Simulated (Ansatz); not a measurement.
The following input was run with Ansatz 0.2.0.

```yaml
crystal:
  lattice:
    - [8.6387373918, 0.0, 0.0]
    - [-2.8795791306, 8.1446797208, 0.0]
    - [0.0, 0.0, 25.7589330293]
  atoms:
    - { symbol: Li, position: [0.1666666667, 0.1666666667, 0.31057187] }
    - { symbol: Li, position: [0.1666666667, 0.5, 0.31057187] }
    - { symbol: Li, position: [0.1666666667, 0.8333333333, 0.31057187] }
    - { symbol: Li, position: [0.5, 0.1666666667, 0.31057187] }
    - { symbol: Li, position: [0.5, 0.5, 0.31057187] }
    - { symbol: Li, position: [0.5, 0.8333333333, 0.31057187] }
    - { symbol: Li, position: [0.8333333333, 0.1666666667, 0.31057187] }
    - { symbol: Li, position: [0.8333333333, 0.5, 0.31057187] }
    - { symbol: Li, position: [0.8333333333, 0.8333333333, 0.31057187] }
    - { symbol: Li, position: [0.332438859, 0.334049414, 0.3995888747] }
    - { symbol: Li, position: [0.3319625671, 0.6673276243, 0.4000317943] }
    - { symbol: Li, position: [0.3320763517, 0.0001144605, 0.4003751938] }
    - { symbol: Li, position: [0.66550493, 0.333853395, 0.3995565873] }
    - { symbol: Li, position: [0.6653591902, 0.6673713427, 0.4000019422] }
    - { symbol: Li, position: [0.6659934409, 0.0012309951, 0.3999085635] }
    - { symbol: Li, position: [-0.0012636079, 0.3340790762, 0.3993891164] }
    - { symbol: Li, position: [-0.0008706392, 0.6676228564, 0.400198827] }
    - { symbol: Li, position: [-0.0009914244, 0.0006087693, 0.4001339] }
    - { symbol: Li, position: [0.4963520333, 0.5011008497, 0.4889938365] }
    - { symbol: Li, position: [0.4977036526, 0.835061663, 0.4884176881] }
    - { symbol: Li, position: [0.4992092411, 0.1696948178, 0.4889668647] }
    - { symbol: Li, position: [0.8291460828, 0.5006329578, 0.4887616696] }
    - { symbol: Li, position: [0.8299997862, 0.8351676834, 0.4890506816] }
    - { symbol: Li, position: [0.8328762108, 0.1692613272, 0.4889308894] }
    - { symbol: Li, position: [0.1632183431, 0.5005911398, 0.4884196287] }
    - { symbol: Li, position: [0.1628619759, 0.8351557189, 0.4898092226] }
    - { symbol: Li, position: [0.1655005434, 0.1696527776, 0.4887600244] }
basis:
  ecutwfc: 420
kpoints:
  mp_grid: { grid: [3, 3, 1] }
hamiltonian:
  xc: pbe
  dispersion: d3bj
scf:
  occupations: { method: gaussian, width: 0.1 }
output:
  forces: true
  eigenvalues: true
  write_density: true
  volumetric_format: npy
efield:
  axis: 3
  dipole_correction: true
  ramp_width: 0.04
```

Run as
```bash
ansatz run input.yaml --threads 4 --pin off --max-ram 10240MiB --backend cpu --events-out ev --progress --plain --runs-dir out
```

Level of theory: DFT PBE+D3(BJ), scalar-relativistic, plane waves, PAW in Ansatz.

Abridged output:

```
Pseudopotentials: kind: paw
Pseudopotential: Li, paw, valence charge 3, recommended cutoff 420 eV (normal)
Functional definition: PBE
Crystal: 27 atoms, lattice volume = 1812.392 Å³
Basis set: ecut = 420 eV, 35493 PW (Γ), exchange–correlation on 120×120×360 points (8 copies of the dense FFT grid, shifted against one another)
Bands: 68, of which v1, the nominal top of the filled ones, is band 41 counted from 1 (40 counted from 0)
Symmetry: 1 space group operations
Space group: P1 (ITA 1), of the structure as read, at distance tolerance 1.2e-4 Å
k-points: 5 of 9 (time reversal used)
Initial density: superposition of atomic densities (neutral atoms: chi_scale 0, normalization atom), corrected by the library's trained network
Initial wavefunctions: pseudopotential atomic-orbital guess
Functional: x = pbe(κ = 0.804, μ = 0.21951497), c = pbe(β = 0.06672455)
SCF iter   1: F=—  HF=-5525.296674 eV  |F-HF|=—  |Δ(HF+E_count)|=         —  Δρ=7.61e-4  dr2=1.82e-1  ethr=1.77e-3  p=0.003 e·Å  D=2.60e-4 V/Å  ΔV_dip=-0.01 eV  dr2_dipole=3.51e-5  V_vac-E_F(+/−)=3.09/3.10 eV  ⟨swp⟩=18.2  Hψ=2474  notcnv=0  defer=5
efield: sawtooth ramp at fractional position 0.8802 (placed from the atoms, in the widest stretch of the axis that holds none; the zero of the levels goes with the place), width 0.0400; the density the first Hamiltonian is built on has a dipole p = 0.003 e·Å; the dipole correction subtracts the counter field D = 2.60e-4 V/Å, which shifts the + side's vacuum level by -0.01 eV against the − side's; the planar-averaged density in the ramp window peaks in size at 5.5e-7 e/Å³
SCF iter   2: F=—  HF=-5525.274578 eV  |F-HF|=—  |Δ(HF+E_count)|=   2.21e-2  Δρ=3.61e-4  dr2=5.99e-3  ethr=2.24e-4  p=0.001 e·Å  D=8.33e-5 V/Å  ΔV_dip= 0.00 eV  dr2_dipole=5.71e-6  V_vac-E_F(+/−)=3.26/3.26 eV  ⟨swp⟩=1.6  Hψ=416  notcnv=0  defer=54
SCF iter   3: F=—  HF=-5525.278725 eV  |F-HF|=—  |Δ(HF+E_count)|=   4.15e-3  Δρ=1.08e-4  dr2=2.56e-3  ethr=7.40e-6  p=0.001 e·Å  D=8.07e-5 V/Å  ΔV_dip= 0.00 eV  dr2_dipole=1.87e-6  V_vac-E_F(+/−)=3.29/3.30 eV  ⟨swp⟩=2.0  Hψ=322  notcnv=0  defer=54
SCF iter   4: F=—  HF=-5525.279014 eV  |F-HF|=—  |Δ(HF+E_count)|=   2.89e-4  Δρ=3.77e-5  dr2=9.39e-5  ethr=3.16e-6  p=0.001 e·Å  D=9.37e-5 V/Å  ΔV_dip= 0.00 eV  dr2_dipole=2.17e-7  V_vac-E_F(+/−)=3.34/3.34 eV  ⟨swp⟩=2.0  Hψ=295  notcnv=0  defer=54
SCF iter   5: F=—  HF=-5525.279032 eV  |F-HF|=—  |Δ(HF+E_count)|=   1.79e-5  Δρ=8.92e-6  dr2=6.86e-6  ethr=1.16e-7  p=0.001 e·Å  D=1.33e-4 V/Å  ΔV_dip= 0.00 eV  dr2_dipole=1.81e-8  V_vac-E_F(+/−)=3.35/3.36 eV  ⟨swp⟩=2.2  Hψ=336  notcnv=0  defer=54
SCF iter   6: F=—  HF=-5525.279035 eV  |F-HF|=—  |Δ(HF+E_count)|=   3.30e-6  Δρ=2.12e-6  dr2=4.24e-7  ethr=8.47e-9  p=0.001 e·Å  D=1.48e-4 V/Å  ΔV_dip= 0.00 eV  dr2_dipole=6.95e-9  V_vac-E_F(+/−)=3.36/3.36 eV  ⟨swp⟩=2.0  Hψ=322  notcnv=0  defer=54
SCF iter   7: F=-5525.279036 eV  HF=-5525.279036 eV  |F-HF|=3.76e-8  |Δ(HF+E_count)|=   4.27e-7  Δρ=5.90e-7  dr2=2.17e-8  ethr=1.23e-10  p=0.002 e·Å  D=1.57e-4 V/Å  ΔV_dip= 0.00 eV  dr2_dipole=6.69e-12  V_vac-E_F(+/−)=3.36/3.36 eV  ⟨swp⟩=60.0  Hψ=2985  notcnv=0
SCF 1 converged in 7 iterations: F = -5525.279036 eV  dr2 = 2.17e-8
SCF converged after 7 iterations
Free energy (F): -5525.279036 eV
Harris-Foulkes:  -5525.279036 eV  (|F-HF|=3.76e-8)
Internal energy: -5525.172571 eV  (E = F + TS)
E sigma→0 (E₀):  -5525.225803 eV
Entropy (-TS):   -0.106465 eV (-3.943 meV/atom)
Fermi energy:    -1.937060 eV
Dipole field:    D = 0.000159 V/Å  (p = 0.001588 e·Å, saw-weighted, corrected)
Work function:   Φ+ = 3.3554 eV   Φ− = 3.3595 eV
Levels:          The Fermi level and band energies are counted from a zero that moves with the ramp; work functions are not
--- Per-component energies (eV) ---
  E_band       = -2714.255899
  E_kinetic    = 576.248159
  E_local      = -23397.915165  (includes V_loc(G=0)·N_el)
  E_nonlocal   = -896.566406
  E_hartree    = 10846.223190
  E_xc         = -270.323075
  E_vxc        = -347.920178  (∫ρ·V_xc dr)
  E_paw        = -567.399569  (= ΣΔE_a)
  E_vpaw       = -340.543053  (= ΣTr[D̂ρ^β])
  E_aug_tail   = 0.000461  (compensation charges beyond the density's cutoff)
  E_efield     = 0.000000  (sawtooth field / dipole correction)
  E_vefield    = 0.000131  (∫n·V_field dr)
  E_ewald      = 8188.108681
  E_disp       = -3.548847  (pairwise vdW)
  E_smearing   = -0.106465  (= −TS)
--- Forces (eV/Å), atoms counted from 1 ---
  atom   1  Li    -0.00242905    -0.00361942     0.00001119
  atom   2  Li     0.00230831     0.00328991    -0.00472002
  atom   3  Li    -0.00013256     0.00017398     0.00567424
  atom   4  Li    -0.00393226    -0.00600496     0.00113749
  atom   5  Li    -0.00029351     0.00300588    -0.00563683
  atom   6  Li    -0.00015583    -0.00075493     0.00554580
  atom   7  Li    -0.00051472    -0.00367076    -0.00993849
  atom   8  Li     0.00127989     0.00366907     0.00017091
  atom   9  Li    -0.00036659     0.00085475     0.00465157
  atom  10  Li    -0.00080486     0.00044003    -0.00002050
  atom  11  Li     0.00243638    -0.00318026    -0.01981331
  atom  12  Li    -0.00125070     0.00347299    -0.01458118
  atom  13  Li    -0.00086140     0.00246282     0.00072042
  atom  14  Li    -0.00023301    -0.00082786    -0.00968556
  atom  15  Li     0.00230615    -0.00074706    -0.01052278
  atom  16  Li     0.00152494    -0.00309894     0.00278062
  atom  17  Li    -0.00230592    -0.00009552    -0.01102361
  atom  18  Li    -0.00131339     0.00220966    -0.01147431
  atom  19  Li    -0.00130791     0.01054449     0.00476616
  atom  20  Li    -0.01370947     0.00375064     0.01923405
  atom  21  Li     0.00146630    -0.01554797     0.00807383
  atom  22  Li     0.00667561     0.01332785     0.00895393
  atom  23  Li     0.00450656    -0.00335106     0.00858918
  atom  24  Li    -0.00676365    -0.00812911     0.00274526
  atom  25  Li    -0.00829553     0.01887319     0.01305672
  atom  26  Li     0.01485569    -0.00389078     0.00358807
  atom  27  Li     0.00730979    -0.01315575     0.00775826
--- Band table (eV; the first three rows and the last of 5) ---
  k-point 0: bands = ["-48.7796", "-48.7733", "-48.7647", "-48.7639", "-48.7630", "-48.7626", "-48.7606", "-48.7589", "-48.7564", "-48.7553", "-48.7548", "-48.7545", "-48.7529", "-48.7519", "-48.7497", "-48.7492", "-48.7471", "-48.7432", "-48.2912", "-48.2819", "-48.2818", "-48.2812", "-48.2776", "-48.2748", "-48.2718", "-48.2714", "-48.2694", "-5.4119", "-4.3404", "-3.7926", "-3.7922", "-3.7917", "-3.7905", "-3.2493", "-3.2475", "-2.7601", "-2.7582", "-2.7575", "-2.7556", "-2.6799", "-2.1057", "-2.1033", "-1.7019", "-1.1073", "-1.1048", "-1.1041", "-1.1013", "-0.9461", "-0.9396", "-0.2144", "-0.2079", "-0.0822", "-0.0820", "0.0168", "0.0184", "0.5196", "0.5263", "0.5281", "0.5328", "0.9613" ...
  k-point 1: bands = ["-48.7795", "-48.7719", "-48.7669", "-48.7637", "-48.7625", "-48.7615", "-48.7603", "-48.7594", "-48.7581", "-48.7562", "-48.7560", "-48.7533", "-48.7519", "-48.7512", "-48.7509", "-48.7491", "-48.7462", "-48.7429", "-48.2897", "-48.2854", "-48.2807", "-48.2796", "-48.2774", "-48.2760", "-48.2741", "-48.2695", "-48.2687", "-5.2312", "-4.6893", "-4.1563", "-3.9664", "-3.7795", "-3.6128", "-3.2361", "-2.8935", "-2.6685", "-2.5774", "-2.4745", "-2.3892", "-2.2840", "-2.2427", "-1.8853", "-1.8367", "-1.4531", "-1.3365", "-1.2713", "-1.2363", "-1.2316", "-1.1499", "-0.8500", "-0.7416", "-0.7080", "-0.1328", "-0.1244", "0.2789", "0.5234", "0.6084", "0.6597", "1.1833", "1.2644 ...
  k-point 2: bands = ["-48.7794", "-48.7717", "-48.7676", "-48.7646", "-48.7623", "-48.7606", "-48.7595", "-48.7592", "-48.7586", "-48.7560", "-48.7557", "-48.7536", "-48.7526", "-48.7510", "-48.7504", "-48.7493", "-48.7469", "-48.7425", "-48.2897", "-48.2855", "-48.2808", "-48.2794", "-48.2771", "-48.2762", "-48.2738", "-48.2704", "-48.2682", "-5.2312", "-4.6893", "-4.1563", "-3.9664", "-3.7795", "-3.6128", "-3.2361", "-2.8935", "-2.6685", "-2.5775", "-2.4745", "-2.3892", "-2.2840", "-2.2427", "-1.8852", "-1.8368", "-1.4532", "-1.3365", "-1.2712", "-1.2371", "-1.2307", "-1.1499", "-0.8501", "-0.7417", "-0.7080", "-0.1330", "-0.1245", "0.2790", "0.5235", "0.6082", "0.6597", "1.1832", "1.2646 ...
  k-point 4: bands = ["-48.7793", "-48.7708", "-48.7660", "-48.7649", "-48.7634", "-48.7626", "-48.7600", "-48.7591", "-48.7580", "-48.7566", "-48.7551", "-48.7543", "-48.7535", "-48.7510", "-48.7495", "-48.7481", "-48.7472", "-48.7421", "-48.2887", "-48.2841", "-48.2828", "-48.2813", "-48.2771", "-48.2754", "-48.2733", "-48.2711", "-48.2672", "-5.1697", "-4.4422", "-4.2609", "-4.2603", "-4.0897", "-3.3384", "-3.1921", "-3.1893", "-2.8437", "-2.8433", "-2.3981", "-1.9204", "-1.9187", "-1.8191", "-1.5626", "-1.4492", "-1.4453", "-1.4263", "-1.4259", "-1.3705", "-0.8551", "-0.8503", "-0.8079", "-0.8068", "-0.7903", "-0.7894", "-0.5841", "-0.3800", "-0.1306", "-0.1261", "1.2654", "1.4821", "1.5 ...
```

The calculation finished and met its thresholds.

Time: 31 s on 4 threads of Arm Neoverse V1, on a shared host, peak memory 2.5 GiB.